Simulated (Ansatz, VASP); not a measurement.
# Cs in VASP and in Ansatz

```xyz
1
Lattice="-3.0772 3.0772 3.0772 3.0772 -3.0772 3.0772 3.0772 3.0772 -3.0772" Properties=species:S:1:pos:R:3 pbc="T T T"
Cs    0.0000    0.0000    0.0000
```

Alike in both runs: task single point; functional PBE; k mesh 7 × 7 × 7; occupations fermi-dirac, width 0.2 eV; no spin polarisation.

```csv
,VASP,Ansatz
version,VASP 6.6.1,Ansatz 0.2.0
potentials or method,"VASP PAW PBE potentials, release 64 (Cs_sv)","plane waves (420 eV) with PAW, scalar-relativistic"
plane-wave cutoff (eV),520,420
valence electrons in the cell,9,9
```

```csv
,VASP,Ansatz,Ansatz less VASP
pressure (GPa),0.0,0.0,+0.01
```

The runs have no spin-orbit coupling, so splittings on Cs are missing.
